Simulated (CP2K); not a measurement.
CdO (Monteponite):

```xyz
2
Lattice="3.3227 0.0000 0.0000 1.6613 2.8775 0.0000 1.6613 0.9592 2.7130" Properties=species:S:1:pos:R:3 pbc="T T T"
Cd    0.0000    0.0000    0.0000
O     3.3227    1.9184    1.3565
```

Base run:

| Property | Result |
| --- | --- |
| Program | CP2K 2026.2 |
| Functional | revPBE |
| Dispersion | D3 |
| Potentials or basis | POTENTIAL_UZH Cd GTH-PBE-q12, O GTH-PBE-q6; TZVP-MOLOPT-PBE-GTH basis |
| Density cutoff | 8163 eV |
| k mesh | 10 × 10 × 10 |
| Occupations | fermi-dirac, width 0.05 eV |
| Spin | no spin polarisation |

Its results: band gap on the k mesh none (metal or under the smearing width); pressure 8.4 GPa.

**Question.** The run is repeated on the same cell with these changes: dispersion from D3 to none. What comes out?

**Answer.** Band gap on the k mesh none (metal or under the smearing width); pressure 10.3 GPa.

Dispersion adds attraction, which lowers the pressure at fixed volume and, as a term added to the energy, leaves the levels alone.

Caveats: the potentials were made for another functional, which shifts forces and pressure; the basis of atomic orbitals isn't converged, which shifts pressures, moduli and gaps; pairwise dispersion overbinds metals, which lowers pressure and volume (some runs).
